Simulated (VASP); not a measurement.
Crystal: Cs2AgBiBr6.

```
CELL_PARAMETERS angstrom
0.00000 5.61610 5.61610
5.61610 0.00000 5.61610
5.61610 5.61610 0.00000
ATOMIC_POSITIONS crystal
Bi 0.00000 0.00000 0.00000
Cs 0.75000 0.75000 0.75000
Cs 0.25000 0.25000 0.25000
Ag 0.50000 0.50000 0.50000
Br 0.74945 0.74945 0.25055
Br 0.25055 0.25055 0.74945
Br 0.74945 0.25055 0.25055
Br 0.74945 0.25055 0.74945
Br 0.25055 0.74945 0.74945
Br 0.25055 0.74945 0.25055
```

| Item | Value |
| --- | --- |
| Program | VASP 6.6.1 |
| Task | relaxation of cell and atoms |
| Functional | BLYP |
| Potentials or basis | VASP PAW PBE potentials, release 64 (Bi_d, Cs_sv, Ag, Br) |
| Cutoff | 600 eV |
| k mesh | 3 × 3 × 3 |
| Occupations | fermi-dirac, width 0.05 eV |
| Spin | no spin polarisation |

At the start: pressure 3.8 GPa; volume 35.43 Å³/atom.

Task: Where does the relaxation end?

Result: Over 10 steps the energy falls by 54.8 meV/atom and the volume is 40.85 Å³/atom (+15.3 %); space group Fm-3m (No. 225, to 0.05 Å).

Step by step:
```csv
step,energy change (eV),largest force (eV/Å),pressure (GPa),volume (Å³)
1,0.0000,0.3545,3.81,354.27
2,-0.5266,0.1481,0.27,399.23
3,-0.5292,0.1809,0.05,403.33
4,-0.5291,0.1730,0.10,402.31
5,-0.5375,0.1239,0.08,403.64
6,-0.5461,0.0389,0.06,406.03
7,-0.5396,0.1284,0.06,410.83
8,-0.5474,0.0102,0.05,407.43
9,-0.5474,0.0069,0.05,407.33
10,-0.5476,0.0036,-0.01,408.47
```

Final structure:
```xyz
10
Lattice="0.0000 5.8890 5.8890 5.8890 0.0000 5.8890 5.8890 5.8890 0.0000" Properties=species:S:1:pos:R:3 pbc="T T T"
Bi    0.0000    0.0000    0.0000
Cs    8.8335    8.8335    8.8335
Cs    2.9445    2.9445    2.9445
Ag    5.8890    5.8890    5.8890
Br    5.8890    5.8890    8.8399
Br    5.8890    5.8890    2.9381
Br    2.9381    5.8890    5.8890
Br    5.8890    8.8399    5.8890
Br    8.8399    5.8890    5.8890
Br    5.8890    2.9381    5.8890
```

Caveat: the volume moved by over 15 % at a fixed basis, so the end points are rough; the PAW data sets were made with another functional, which shifts forces and pressure a little.
